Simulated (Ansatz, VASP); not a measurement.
# AlN in VASP and in Ansatz

```
CELL_PARAMETERS angstrom
0.00000 -2.03901 -2.03901
0.00000 2.03901 -2.03901
4.07802 0.00000 0.00000
ATOMIC_POSITIONS crystal
Al 0.52234 0.47766 0.00000
Al 0.97766 0.02234 0.50000
N 0.49085 0.50915 0.50000
N 0.00915 0.99085 0.00000
```

Change from the starting cell: mode 4 frozen in at -0.090 Å, equal normal strain along x, y and z +0.0167.

Alike in both runs: task single point; functional LDA; k mesh 8 × 8 × 6; occupations gaussian, width 0.05 eV; no spin polarisation.

```csv
,VASP,Ansatz
version,VASP 6.6.1,Ansatz 0.2.0
potentials or method,"VASP PAW LDA potentials, release 64 (Al, N)","scalar-relativistic, plane waves, PAW"
plane-wave cutoff (eV),520,520
valence electrons in the cell,16,16
```

Ansatz gave:

| Property | Result |
| --- | --- |
| gap on the k mesh at the Fermi level (eV) | 4.18 |
| least direct gap on the mesh (eV) | 4.24 |
| pressure (GPa) | -11.8 |
| largest component of the traceless stress (GPa) | 1.14 |
| rms of the force components (eV/Å) | 0.376 |

**Question.** Estimate VASP's values.

**Answer.** gap on the k mesh at the Fermi level (eV): 4.16; least direct gap on the mesh (eV): 4.22; pressure (GPa): -11.3; largest component of the traceless stress (GPa): 1.16; rms of the force components (eV/Å): 0.379.

Atom by atom the forces differ by 0.007 eV/Å (rms over components).

A k mesh can miss the band edges.
